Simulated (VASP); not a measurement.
# CdTe (F-43m) in VASP: notebook

The runs below take CdTe through single point, relaxation of cell and atoms, with PBE.

Program: VASP 6.6.1. These are calculated values, not measurements. Logs are shortened: lines on timing, memory, paths and dates and some standing lists are left out, and cuts for length are marked.

**Measured values to compare with.**

A printed reference work, data compilation reports, for a bulk crystal of CdTe at 0 K: band gap 1.607 eV.

How close the calculation comes is told below.

### 1 The cell of the first run

Symmetry: F-43m, No. 216, cubic system. The conventional cell has a = 6.618 Å, b = 6.618 Å, c = 6.618 Å, α = 90.00°, β = 90.00°, γ = 90.00°. Cd (site symmetry -43m) has 4 Te at 2.87 Å within 3.8 Å. Te (site symmetry -43m) has 4 Cd at 2.87 Å within 3.8 Å.

### 2 Single point, PBE

File INCAR:

```
SYSTEM = CdTe
ALGO = Normal
EDIFF = 1E-7
ENCUT = 520
GGA = PE
ISIF = 2
ISMEAR = 0
LASPH = .True.
LCHARG = .True.
LELF = .True.
LREAL = .False.
LVHAR = .True.
LWAVE = .False.
NBANDS = 16
NELM = 100
PREC = Accurate
SIGMA = 0.02
```

File KPOINTS:

```
k-points
0
Gamma
  10 10 10
  0 0 0
```

File POSCAR:

```
CdTe
1.0
    0.0000000000      3.3088763839      3.3088763839
    3.3088763839      0.0000000000      3.3088763839
    3.3088763839      3.3088763839      0.0000000000
Cd Te
1 1
Direct
    0.0000000000      0.0000000000      0.0000000000
    0.7500000000      0.7500000000      0.7500000000
```

Potentials or basis: VASP PAW PBE potentials, release 64 (Cd, Te).

On the command line:

```console
cat potpaw_PBE.64/Cd/POTCAR potpaw_PBE.64/Te/POTCAR > POTCAR
mpirun -np 1 vasp_std > vasp.out
```

OUTCAR:

```text
SYSTEM = CdTe
   EDIFF = 1E-7
   ENCUT = 520
   GGA = PE
   ISIF = 2
   ISMEAR = 0
   LASPH = .True.
   LREAL = .False.
   NELM = 100
   PREC = Accurate

 ion  position               nearest neighbor table
   1  0.000  0.000  0.000-   2 2.87   2 2.87   2 2.87   2 2.87
   2  0.750  0.750  0.750-   1 2.87   1 2.87   1 2.87   1 2.87

  LATTYP: Found a face centered cubic cell.
 ALAT       =     6.6177527678

  Lattice vectors:

 A1 = (   0.0000000000,   3.3088763839,   3.3088763839)
 A2 = (   3.3088763839,   0.0000000000,   3.3088763839)
 A3 = (   3.3088763839,   3.3088763839,   0.0000000000)

Analysis of symmetry for initial positions (statically):
=====================================================================
 Subroutine PRICEL returns:
 Original cell was already a primitive cell.

 Routine SETGRP: Setting up the symmetry group for a
 face centered cubic supercell.

 Subroutine GETGRP returns: Found 24 space group operations
 (whereof 24 operations were pure point group operations)
 out of a pool of 48 trial point group operations.

The static configuration has the point symmetry T_d .

Analysis of symmetry for dynamics (positions and initial velocities):
=====================================================================
 Subroutine PRICEL returns:
 Original cell was already a primitive cell.

 Routine SETGRP: Setting up the symmetry group for a
 face centered cubic supercell.

 Subroutine GETGRP returns: Found 24 space group operations
 (whereof 24 operations were pure point group operations)
 out of a pool of 48 trial point group operations.

The dynamic configuration has the point symmetry T_d .

 Subroutine INISYM returns: Found 24 space group operations
 (whereof 24 operations are pure point group operations),
 and found     1 'primitive' translations

----------------------------------------------------------------------------------------

                                     Primitive cell

  volume of cell :      72.4555

  direct lattice vectors                    reciprocal lattice vectors
     0.000000000  3.308876384  3.308876384    -0.151108697  0.151108697  0.151108697
     3.308876384  0.000000000  3.308876384     0.151108697 -0.151108697  0.151108697
     3.308876384  3.308876384  0.000000000     0.151108697  0.151108697 -0.151108697

  length of vectors
     4.679457858  4.679457858  4.679457858     0.261727941  0.261727941  0.261727941

  position of ions in fractional coordinates (direct lattice)
     0.000000000  0.000000000  0.000000000
     0.750000000  0.750000000  0.750000000

[... 77 lines left out ...]
   LREAL  =      F    real-space projection
   EDIFFG = 0.1E-05   stopping-criterion for IOM
   NSW    =      0    number of steps for IOM
   IBRION =     -1    ionic relax: 0-MD 1-quasi-New 2-CG
   NFREE  =      0    steps in history (QN), initial steepest desc. (CG)
   ISIF   =      2    stress and relaxation
   ISYM   =      2    0-nonsym 1-usesym 2-fastsym
   POTIM  = 0.5000    time-step for ionic-motion
   TEBEG  =    0.0;   TEEND  =   0.0 temperature during run
   PSTRESS=    0.0 pullay stress
   NELECT =      18.0000    total number of electrons
   NUPDOWN=      -1.0000    fix difference up-down
   EMIN   =  10.00;   EMAX   =-10.00  energy-range for DOS
   EFERMI =   0.00;   METHOD = LEGACY
   ISMEAR =     0;   SIGMA  =   0.02  broadening in eV -4-tet -1-fermi 0-gaus
   EFERMI_NEDOS =   21; number of points for ismear=-14 and -15
   IALGO  =     38    algorithm
   IMIX   =      4    mixing-type and parameters
     AMIX     =   0.40;   BMIX     =  1.00
     AMIX_MAG =   1.60;   BMIX_MAG =  1.00
  volume/ion in A,a.u.               =      36.23       244.48
  Fermi-wavevector in a.u.,A,eV,Ry     =   1.029142  1.944796 14.410371  1.059132
  Thomas-Fermi vector in A             =   2.163174
   LORBIT       =      0    0 simple, 1 ext, 2 COOP (PROOUT), +10 PAW based schemes
   GGA     = PE    functional components
   LHFCALC =     F    Hartree Fock is set to
   AEXX    =    0.0000 exact exchange contribution
   IVDW    =     0    specifies the selected vdW correction
   LEPSILON=     F    determine dielectric tensor
   LRPA    =     F    only Hartree local field effects (RPA)
 non-spin polarized calculation
 Gauss-broadening in eV      SIGMA  =   0.02
  energy-cutoff  :      520.00
  volume of cell :       72.46
 maximum number of plane-waves:      1980
   NGX = 17   NGY = 17   NGZ = 17

 number of electron      18.0000006 magnetization

 Free energy of the ion-electron system (eV)
  ---------------------------------------------------
  ext. energy  EPLUGINS =         0.00000000
  ---------------------------------------------------
  free energy    TOTEN  =        -4.81277942 eV

  energy without entropy =       -4.81277942  energy(sigma->0) =       -4.81277942

 E-fermi :   1.9086     XC(G=0):  -8.3099

 val. band max:        1.7986826047   @ k =   0.0000   0.0000   0.0000
 cond. band min:       2.3822904622   @ k =   0.0000   0.0000   0.0000
 fundamental gap:      0.5836078575
 Fermi energy:         1.9085863397

 k-point     1 :       0.0000    0.0000    0.0000
  band No.  band energies     occupation
      1      -9.0363      2.00000
      2      -6.2910      2.00000
      3      -6.2910      2.00000
      4      -6.2910      2.00000
      5      -6.0741      2.00000
      6      -6.0741      2.00000
[... 433 lines left out ...]
      3      -6.1893      2.00000
      4      -6.1332      2.00000
      5      -6.0549      2.00000
      6      -5.8381      2.00000
[... 8 lines left out ...]
     15      12.1676      0.00000
     16      13.2212      0.00000

 [... further k-points ...]

------------------------ aborting loop because EDIFF is reached ----------------------------------------

  FORCE on cell =-STRESS in cart. coord.  units (eV):
  Direction    XX          YY          ZZ          XY          YZ          ZX
  --------------------------------------------------------------------------------------
  -------------------------------------------------------------------------------------
  Total        0.0496532      0.0496532      0.0496532      0.0000000      0.0000000      0.0000000
  in kB        1.0979588      1.0979588      1.0979588      0.0000000      0.0000000      0.0000000
  external PRESSURE =       1.0979588 kB  Pullay stress =       0.0000000 kB

 VOLUME and BASIS-vectors are now :
 -----------------------------------------------------------------------------
  energy-cutoff  :      520.00
  volume of cell :       72.46
      direct lattice vectors                 reciprocal lattice vectors
     0.000000000  3.308876384  3.308876384    -0.151108697  0.151108697  0.151108697
     3.308876384  0.000000000  3.308876384     0.151108697 -0.151108697  0.151108697
     3.308876384  3.308876384  0.000000000     0.151108697  0.151108697 -0.151108697

 POSITION                                       TOTAL-FORCE (eV/Angst)
 -----------------------------------------------------------------------------------
      0.00000      0.00000      0.00000        -0.000000      0.000000     -0.000000
      4.96331      4.96331      4.96331         0.000000     -0.000000      0.000000
 -----------------------------------------------------------------------------------
    total drift:                                0.000000      0.000000      0.000001

  FREE ENERGIE OF THE ION-ELECTRON SYSTEM (eV)
  ---------------------------------------------------
  free  energy   TOTEN  =        -4.8127794218 eV

  energy  without entropy=       -4.8127794218  energy(sigma->0) =       -4.81277942
```

OSZICAR:

```text
N       E                     dE             d eps       ncg     rms          rms(c)
DAV:   1     0.100079327946E+03    0.10008E+03   -0.83314E+03  1512   0.970E+02
DAV:   2    -0.138609979757E+01   -0.10147E+03   -0.95851E+02  1840   0.232E+02
DAV:   3    -0.501224951954E+01   -0.36261E+01   -0.36215E+01  1824   0.457E+01
DAV:   4    -0.504691288254E+01   -0.34663E-01   -0.34662E-01  2296   0.390E+00
DAV:   5    -0.504702437614E+01   -0.11149E-03   -0.11149E-03  1912   0.193E-01    0.494E+00
DAV:   6    -0.482624502310E+01    0.22078E+00   -0.37690E-01  1776   0.697E+00    0.414E+00
DAV:   7    -0.481137786150E+01    0.14867E-01   -0.10108E-01  1784   0.202E+00    0.163E+00
DAV:   8    -0.481233530575E+01   -0.95744E-03   -0.97524E-03  1688   0.110E+00    0.438E-01
DAV:   9    -0.481268317949E+01   -0.34787E-03   -0.97376E-04  1832   0.310E-01    0.943E-02
DAV:  10    -0.481273817444E+01   -0.54995E-04   -0.10695E-04  1928   0.100E-01    0.547E-02
DAV:  11    -0.481278028380E+01   -0.42109E-04   -0.81057E-05  1808   0.530E-02    0.368E-02
DAV:  12    -0.481277941054E+01    0.87326E-06   -0.31144E-06  1832   0.127E-02    0.212E-02
DAV:  13    -0.481277926204E+01    0.14850E-06   -0.72697E-07  1920   0.386E-03    0.118E-02
DAV:  14    -0.481277938827E+01   -0.12623E-06   -0.70677E-07  1792   0.452E-03    0.630E-03
DAV:  15    -0.481277942181E+01   -0.33540E-07   -0.55789E-08  1632   0.199E-03
   1 F= -.48127794E+01 E0= -.48127794E+01  d E =-.260100E-17
```

Wall time 96 s (1 thread of Intel Xeon 8259CL, shared host); peak memory 0.24 GiB.

Results:

```
Free energy            : -4.8128 eV
Pressure               : 0.1 GPa
Band gap on the k mesh : 0.58 eV
```

Caveat: spin-orbit coupling is left out, which moves the levels of the heavy elements.

### 3 Relaxation of cell and atoms, PBE

File INCAR:

```
SYSTEM = CdTe
  PREC = Accurate
  ENCUT = 600
  EDIFF = 1E-6
  ISMEAR = 0
  SIGMA = 0.02
  LREAL = .FALSE.
  LASPH = .TRUE.
  NELM = 100
  ALGO = Normal
  ISIF = 3
  LWAVE = .FALSE.
  LCHARG = .FALSE.
  GGA = PE
  IBRION = 2
  NSW = 100
  EDIFFG = -0.005
```

File KPOINTS:

```
Automatic mesh
0
G
  10 10 10
  0 0 0
```

POSCAR is that of step 2.

Potentials or basis: VASP PAW PBE potentials, release 64 (Cd, Te).

On the command line:

```console
cat potpaw_PBE.64/Cd/POTCAR potpaw_PBE.64/Te/POTCAR > POTCAR
mpirun -np 1 vasp_std > vasp.out
```

Run time: 2 min. Hardware: 1 thread of Intel Xeon 8259CL, shared host; peak memory 0.28 GiB.

The run converged. Its results:

| Property | Result |
| --- | --- |
| Free energy | -4.8125 eV |
| Relaxed volume | 36.32 Å³/atom |
| Relaxed cell | a = 4.684 Å, b = 4.684 Å, c = 4.684 Å, α = 60.00°, β = 60.00°, γ = 60.00° |
| Space group after relaxing (to 0.1 Å) | F-43m (No. 216) |
| Energy gained by relaxing | 0.0 meV/atom |
| Ionic steps | 2 |
| Pressure after relaxing | 0.0 GPa |
| Band gap on the k mesh | 0.58 eV |

Final structure:
```
Cd Te
1.0
     0.00000    3.31180    3.31180
     3.31180    0.00000    3.31180
     3.31180    3.31180    0.00000
Cd Te
1 1
Direct
  0.00000 0.00000 0.00000
  0.75000 0.75000 0.75000
```

Levels at points of the mesh, in eV from the valence-band top:
```csv
k point,band 7,band 8,band 9,band 10,band 11,band 12
"(0.00, 0.00, 0.00)",0.00,0.00,0.00,0.58,4.64,4.64
"(0.50, 0.00, 0.00)",-4.07,-0.68,-0.68,1.75,5.21,5.21
"(0.50, 0.50, 0.00)",-4.00,-1.65,-1.65,2.67,2.75,8.50
```

Caveat: spin-orbit coupling is left out, which moves the levels of the heavy elements. PBE gaps usually lie below the measured ones, often by a third to a half.

### 4 Comparison with measurements

Step 2. A measured gap of CdTe is 1.607 eV (0 K; a printed reference work, data compilation); the calculated 0.58 eV misses it by -1.02 eV. So large a miss can be the level of theory's own, or it may mean another phase, state or a wrong row. Spin-orbit coupling on Cd, Te is left out. The value is that of PBE, without temperature or zero-point motion. Semilocal functionals fall short of measured gaps as a rule.
